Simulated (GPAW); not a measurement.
# TaN (Fm-3m) in GPAW: further runs

Runs on TaN. Level: PBE. Tasks: single point.

Everything below comes from runs of GPAW 26.7.0. Logs are shortened: lines on timing, memory, paths and dates and some standing lists are left out, and cuts for length are marked. The log counts tension as positive stress, the text compression.

### Step 1. The structure

It takes space group Fm-3m (No. 225, cubic). Conventional cell: a = 4.423 Å, b = 4.423 Å, c = 4.423 Å, α = 90.00°, β = 90.00°, γ = 90.00°. Ta (site symmetry m-3m) has 6 N at 2.21 Å as nearest neighbours. N (site symmetry m-3m) is surrounded by 6 Ta at 2.21 Å.

The cell comes from a database or a generator and needn't be the stable form of this composition.

### Step 2. Single point, PBE

The input, run.py:

```python
from ase.dft.bandgap import bandgap
from ase.io import read, write
from ase.units import GPa
from gpaw import GPAW, PW

atoms = read('TaN.cif')

calc = GPAW(mode=PW(800),
            xc='PBE',
            kpts={'size': (13, 13, 13), 'gamma': True},
            occupations={'name': 'fermi-dirac', 'width': 0.05},
            nbands=19,
            convergence={'density': 1e-05, 'energy': 1e-05},
            maxiter=60,
            txt='gpaw.txt')
atoms.calc = calc
energy = atoms.get_potential_energy()
forces = atoms.get_forces()
stress = atoms.get_stress()
calc.write('gs.gpw')
write('result.traj', atoms)
print(f'Energy: {energy:.6f} eV')
print('Forces (eV/A):')
print(forces.round(4))
print('Stress (GPa):', (stress / GPa).round(3))
print('Fermi level:', round(calc.get_fermi_level(), 4), 'eV')
print(f'Gap: {bandgap(calc)[0]:.4f} eV, direct: {bandgap(calc, direct=True)[0]:.4f} eV')
```

The input, TaN.cif:

```cif
data_TaN
_cell_length_a 3.12728298
_cell_length_b 3.12728298
_cell_length_c 3.12728298
_cell_angle_alpha 60.00000000
_cell_angle_beta 60.00000000
_cell_angle_gamma 60.00000000
_space_group_name_H-M_alt 'P1'
_space_group_name_Hall 'P 1'
_space_group_IT_number 1
loop_
_space_group_symop_operation_xyz
'x,y,z'
loop_
_atom_site_label
_atom_site_type_symbol
_atom_site_symmetry_multiplicity
_atom_site_Wyckoff_symbol
_atom_site_fract_x
_atom_site_fract_y
_atom_site_fract_z
_atom_site_occupancy
Ta1 Ta 1 a 0.5000000000 0.5000000000 0.5000000000 1
N1 N 1 a 0.0000000000 0.0000000000 0.0000000000 1
```

Potentials or basis: GPAW PAW data sets (gpaw-data 1.2.1), pw.

Launch:

```sh
$ OMP_NUM_THREADS=1 python run.py
```

gpaw.txt:

```text
__  _  _
 | _ |_)|_||  |
 |__||  | ||/\| - 26.7.0

Input parameters:
  mode=PW(ecut=800.0),
  convergence={'density': 1e-05, 'energy': 1e-05},
  kpts=MonkhorstPack(size=(13, 13, 13), gamma=True),
  maxiter=60,
  nbands=19,
  occupations=Occupations(name='fermi-dirac', width=0.05),
  xc=XC(name='PBE')

Diagonalizing LCAO Hamiltonian
Converting LCAO to pw mode

                 Ta

       N

Atoms  # Å, Bohr magnetons
|   | symbol |        x |        y |        z |    initial magnetic moments |
|---|--------|----------|----------|----------|-----------------------------|
| 0 |     Ta | 3.127283 | 1.805538 | 1.276708 | ( 0.0000,  0.0000,  0.0000) |
| 1 |      N | 0.000000 | 0.000000 | 0.000000 | ( 0.0000,  0.0000,  0.0000) |

Unit cell  # Å
| periodic |        x |        y |        z |  lengths |    angles |
|----------|----------|----------|----------|----------|-----------|
|      yes | 3.127283 | 0.000000 | 0.000000 | 3.127283 | 60.000000 |
|      yes | 1.563641 | 2.708307 | 0.000000 | 3.127283 | 60.000000 |
|      yes | 1.563641 | 0.902769 | 2.553416 | 3.127283 | 60.000000 |

Number of symmetries: 48
Symmetry operations  # r_c * U_cc + t_c -> r_c
|    | kind |            matrix            |
|----|------|------------------------------|
|  0 |  σ   |  1, 0, 0,  1, 0,-1,  1,-1, 0 |
|  1 |  C2  |  1, 0, 0,  1,-1, 0,  1, 0,-1 |
|  2 |  E   |  1, 0, 0,  0, 1, 0,  0, 0, 1 |
|  3 |  σ   |  1, 0, 0,  0, 0, 1,  0, 1, 0 |
|  4 |  C4  |  1, 0,-1,  1, 0, 0,  1,-1, 0 |
|  5 |  S6  |  1, 0,-1,  1,-1, 0,  1, 0, 0 |
|  6 |  σ   |  1, 0,-1,  0, 1,-1,  0, 0,-1 |
|  7 |  C3  |  1, 0,-1,  0, 0,-1,  0, 1,-1 |
|  8 |  S6  |  1,-1, 0,  1, 0, 0,  1, 0,-1 |
|  9 |  C4  |  1,-1, 0,  1, 0,-1,  1, 0, 0 |
| 10 |  C3  |  1,-1, 0,  0,-1, 1,  0,-1, 0 |
| 11 |  σ   |  1,-1, 0,  0,-1, 0,  0,-1, 1 |
| 12 |  σ   |  0, 1, 0,  1, 0, 0,  0, 0, 1 |
| 13 |  C4  |  0, 1, 0,  0, 1,-1, -1, 1, 0 |
| 14 |  C3  |  0, 1, 0,  0, 0, 1,  1, 0, 0 |
| 15 |  S6  |  0, 1, 0, -1, 1, 0,  0, 1,-1 |
| 16 |  C2  |  0, 1,-1,  1, 0,-1,  0, 0,-1 |
| 17 |  σ   |  0, 1,-1,  0, 1, 0, -1, 1, 0 |
| 18 |  S4  |  0, 1,-1,  0, 0,-1,  1, 0,-1 |
| 19 |  C4  |  0, 1,-1, -1, 1, 0,  0, 1, 0 |
| 20 |  C3  |  0, 0, 1,  1, 0, 0,  0, 1, 0 |
| 21 |  σ   |  0, 0, 1,  0, 1, 0,  1, 0, 0 |
| 22 |  S6  |  0, 0, 1,  0,-1, 1, -1, 0, 1 |
| 23 |  C4  |  0, 0, 1, -1, 0, 1,  0,-1, 1 |
| 24 |  S4  |  0, 0,-1,  1, 0,-1,  0, 1,-1 |
| 25 |  C3  |  0, 0,-1,  0, 1,-1,  1, 0,-1 |
| 26 |  C2  |  0, 0,-1,  0,-1, 0, -1, 0, 0 |
| 27 |  S6  |  0, 0,-1, -1, 0, 0,  0,-1, 0 |
| 28 |  S4  |  0,-1, 1,  1,-1, 0,  0,-1, 0 |
| 29 |  C4  |  0,-1, 1,  0, 0, 1, -1, 0, 1 |
| 30 |  C2  |  0,-1, 1,  0,-1, 0,  1,-1, 0 |
| 31 |  σ   |  0,-1, 1, -1, 0, 1,  0, 0, 1 |
| 32 |  C3  |  0,-1, 0,  1,-1, 0,  0,-1, 1 |
| 33 |  S6  |  0,-1, 0,  0, 0,-1, -1, 0, 0 |
| 34 |  S4  |  0,-1, 0,  0,-1, 1,  1,-1, 0 |
| 35 |  C2  |  0,-1, 0, -1, 0, 0,  0, 0,-1 |
| 36 |  C2  | -1, 1, 0,  0, 1, 0,  0, 1,-1 |
| 37 |  S6  | -1, 1, 0,  0, 1,-1,  0, 1, 0 |
| 38 |  S4  | -1, 1, 0, -1, 0, 1, -1, 0, 0 |
| 39 |  C3  | -1, 1, 0, -1, 0, 0, -1, 0, 1 |
| 40 |  S6  | -1, 0, 1,  0, 0, 1,  0,-1, 1 |
| 41 |  C2  | -1, 0, 1,  0,-1, 1,  0, 0, 1 |
| 42 |  C3  | -1, 0, 1, -1, 1, 0, -1, 0, 0 |
| 43 |  S4  | -1, 0, 1, -1, 0, 0, -1, 1, 0 |
| 44 |  C2  | -1, 0, 0,  0, 0,-1,  0,-1, 0 |
| 45 |  i   | -1, 0, 0,  0,-1, 0,  0, 0,-1 |
| 46 |  σ   | -1, 0, 0, -1, 1, 0, -1, 0, 1 |
| 47 |  C2  | -1, 0, 0, -1, 0, 1, -1, 1, 0 |

BZ-sampling:
  Number of BZ points: 2197
  Number of IBZ points: 84

  Monkhorst-Pack size: [13, 13, 13]
  Monkhorst-Pack shift: [0, 0, 0]

K-points  # in reciprocal-cell coordinates
|     |                                coordinates |     weight |
|-----|--------------------------------------------|------------|
|   0 | (  0.00000000,   0.00000000,   0.00000000) | 0.00045517 |
|   1 | (  0.07692308,   0.07692308,   0.00000000) | 0.00273100 |
|   2 | (  0.07692308,   0.07692308,   0.07692308) | 0.00364133 |
|   3 | (  0.15384615,   0.07692308,   0.07692308) | 0.00546199 |
|   4 | (  0.15384615,   0.15384615,   0.00000000) | 0.00273100 |
|   5 | (  0.15384615,   0.15384615,   0.07692308) | 0.01092399 |
|   6 | (  0.15384615,   0.15384615,   0.15384615) | 0.00364133 |
|   7 | (  0.23076923,   0.15384615,   0.07692308) | 0.01092399 |
|   8 | (  0.23076923,   0.15384615,   0.15384615) | 0.01092399 |
|   9 | (  0.23076923,   0.23076923,   0.00000000) | 0.00273100 |
| ... |                                            |            |
|  83 | (  0.46153846,   0.46153846,   0.46153846) | 0.00364133 |

Plane wave coefficients: 1139
Cutoff: 800.0 eV

Spin-components: 1 (collinear spins)
Bands:           19
Projectors:      11
Spin-degeneracy: 2
Datatype:        complex128

Parallelization:
  kpt:    1
  domain: 1
  band:   1

Density:
  Valence electrons: 18.0
  Components: 1
  Grid points: [21 21 21]
  Charge: 0.0  # |e|

Potential:
  Grid points: [21 21 21]

species:
  Ta:
    name:    Tantalum
    Z:       73.0
    valence: 13
    core:    60
    charge:  0.0  # [|e|]
    compensation charges:
      type: gauss
      rc: 0.42  # [Å]
      lmax: 2
    cutoffs:
      filter: 2.36  # [Å]
      core: 3.45  # [Å]
    projectors
    | kind |    occ | energy [eV] | rcut [Å] |
    |------|--------|-------------|----------|
    |   5s |  2.000 |     -72.790 |    1.365 |
    |   6s |  2.000 |      -5.429 |    1.365 |
    |   5p |  6.000 |     -39.427 |    1.349 |
    |   6p |  0.000 |      -1.396 |    1.349 |
    |   5d |  3.000 |      -3.603 |    1.307 |
    |    d |        |      23.609 |    1.307 |

    Using partial waves for Ta as LCAO basis

  N:
    name:    Nitrogen
    Z:       7.0
    valence: 5
    core:    2
    charge:  0.0  # [|e|]
    compensation charges:
      type: gauss
      rc: 0.18  # [Å]
      lmax: 2
    cutoffs:
      filter: 1.11  # [Å]
      core: 0.96  # [Å]
    projectors
    | kind |    occ | energy [eV] | rcut [Å] |
    |------|--------|-------------|----------|
    |   2s |  2.000 |     -18.583 |    0.603 |
    |   2p |  3.000 |      -7.089 |    0.529 |
    |    s |        |       8.629 |    0.603 |
    |    p |        |      20.123 |    0.529 |
    |    d |        |       0.000 |    0.577 |

    Using partial waves for N as LCAO basis

Reference energy: -425654.162905  # eV

eigensolver:
  PPCG
  Converge bands: occupied
  niter=2

density mixing:
  MSR1-Mixer
  Pratt-step length: 0.05
  Maximum mixing coefficient: 0.75
  Old densities: 10
  SVD Regularization: 0.005
  Good broyden scale: 1.0
  Trust region scale: 1.0
  Backstep threshold: 4.0
  History deletion threshold: 6.0
  Fourier metric: weight=20.0, sigma=0.015

occupation numbers:
  Fermi-Dirac:
    width: 0.0500  # eV

poisson solver:
  ecut: 6400.0  # eV

xc functional:
  name: PBE with 2 nearest neighbor stencil

convergence criteria:
- Maximum integral of absolute [dens]ity change: 1e-05 electrons / valence electron
- Maximum [total energy] change in last 3 cyles: 1e-05 eV / valence electron
- Maximum integral of absolute [eigenst]ate change: 4e-08 eV^2 / valence electron
maximum number of iterations: 60

SCF iterations
|iter     | |      energy | eigst |  dens |
|---------|-|-------------|-------|-------|
|iter:   1| |  -21.691358 | +0.23 |       |
|iter:   2| |  -21.169813 | -2.44 | -0.95 |
|iter:   3| |  -19.979824 | -1.55 | -1.01 |
|iter:   4| |  -19.986386 | -3.20 | -1.70 |
|iter:   5| |  -19.994004 | -3.42 | -1.91 |
|iter:   6| |  -19.993927 | -5.27 | -2.97 |
|iter:   7| |  -19.993935c| -6.96 | -3.62 |
|iter:   8| |  -19.993935c| -7.45c| -4.15 |
|iter:   9| |  -19.993935c| -8.82c| -5.24c|

Converged in 9 steps
Energy contributions relative to reference atoms: (reference = -425654.162905)

Energy contributions:
  Kinetic:          15.099518
  Coulomb:         -15.931176
  Zero:             -0.066181
  External:          0.000000
  Xc:              -19.093768
  Entropy:          -0.004657
  Spinorbit:         0.000000
  ----------------------------
  Free energy:     -19.996264
  Extrapolated:    -19.993935

dipole moment: (-15.518859, -8.959817, -6.335548)  # |e|*Ang

Fermi level: 15.309
Eigenvalues  # (at kpt = [0.000, 0.000, 0.000])
| band index |      eig [eV] | occ [0-2] |
|------------|---------------|-----------|
|          0 |       -54.117 |     2.000 |
|        ... |               |           |
|          3 |       -20.566 |     2.000 |
|          4 |        -3.405 |     2.000 |
|          5 |        11.479 |     2.000 |
|          6 |        11.479 |     2.000 |
|          7 |        11.479 |     2.000 |
|          8 |        13.218 |     2.000 |
[... 8 lines left out ...]
|         17 |        38.965 |     0.000 |
|         18 |        41.402 |     0.000 |

No gap
No difference between direct/indirect transitions

Forces  # eV/Ang
|        x |        y |       z |
|----------|----------|---------|
| -0.00000 | -0.00000 | 0.00000 |  # Ta   0
|  0.00000 |  0.00000 | 0.00000 |  # N    1

Stress tensor  # eV/Ang^3
|         x |         y |        z |
|-----------|-----------|----------|
|  0.009422 |  0.000000 | 0.000000 |
|  0.000000 |  0.009422 | 0.000000 |
| -0.000000 | -0.000000 | 0.009422 |

# Writing to gs.gpw (mode='')
```

It took 39 s on 1 thread of Arm Neoverse V1, shared host; peak memory 0.18 GiB.

Results:

```
Free energy            : -19.9963 eV
Pressure               : -1.5 GPa
Band gap on the k mesh : none (metal or under the smearing width)
```

[end of part 1 of 2]
